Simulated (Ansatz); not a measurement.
AlP (zincblende), relaxed with r2SCAN, was run in the PAW code Ansatz under altered settings. All numbers are computed, without spin polarisation but where a row says otherwise.

```
CELL_PARAMETERS angstrom
0.00000 2.73926 2.73926
2.73926 0.00000 2.73926
2.73926 2.73926 0.00000
ATOMIC_POSITIONS crystal
Al 0.00000 0.00000 0.00000
P 0.25000 0.25000 0.25000
```

The base run's other keys:
```yaml
kpoints:
  mp_grid: { grid: [4, 4, 4] }
hamiltonian:
  xc: hse06
scf:
  occupations: { method: fixed }
  n_extra_bands: 4
```

It takes 9 iterations with 821 plane waves at 420 eV and 8 k points, and leaves a mean stress of +0.23 GPa. The gap over this mesh is 2.292 eV.

Outcomes, with energy and stress as changes against the base:
```csv
setting,outcome,ΔF (meV/atom),Δ mean stress (GPa),gap on the mesh (eV),iterations
"PBE hybrid, exx coeff 0.5, omega 0.3 1/Å",converged,–,-1.1,2.683,12
"PBE hybrid, exx coeff 0.2, omega 0.3 1/Å",converged,–,+0.4,2.004,9
scf.exx.max_outer_iter: 1,refused,–,–,–,–
"PBE hybrid, exx coeff 0.4, omega 0.5 1/Å",converged,–,0.0,2.071,10
basis.ecutwfc: 750,converged,-0.6,0.0,2.293,9
scf.mixing.preconditioner: resta,converged,0.0,0.0,2.292,10
```
A dash marks a value that wasn't obtained or can't be compared. Stress is positive in compression.

- PBE hybrid, exx coeff 0.5, omega 0.3 1/Å. That is 50 % exact exchange, screened with ω = 0.3 1/Å, against HSE06's 25 % screened at 0.208 1/Å. The mean stress moves by -1.1 GPa and the gap on the mesh by +0.391 eV (to 2.683). Totals of different functionals aren't comparable.
- PBE hybrid, exx coeff 0.2, omega 0.3 1/Å. That is 20 % exact exchange, screened with ω = 0.3 1/Å, against HSE06's 25 % screened at 0.208 1/Å. The mean stress moves by +0.4 GPa and the gap on the mesh by -0.288 eV (to 2.004). Totals of different functionals aren't comparable.
- scf.exx.max_outer_iter: 1. The input is refused before any iteration. Error: invalid value for `scf.exx.max_outer_iter`: an exchange loop that starts behind the semilocal warm-up accepts no state before cycle 2, and this deck runs one: type 2 or more, or drop the key
- PBE hybrid, exx coeff 0.4, omega 0.5 1/Å. That is 40 % exact exchange, screened with ω = 0.5 1/Å, against HSE06's 25 % screened at 0.208 1/Å. The mean stress moves by 0.0 GPa and the gap on the mesh by -0.222 eV (to 2.071). Totals of different functionals aren't comparable.

Within 1 meV an atom, 0.1 GPa and 0.005 eV of the base stay: basis.ecutwfc: 750; scf.mixing.preconditioner: resta.

The stress of a hybrid is loosely converged in these runs.

The meshes of the hybrids are coarse, so their gaps aren't converged to the digits shown.
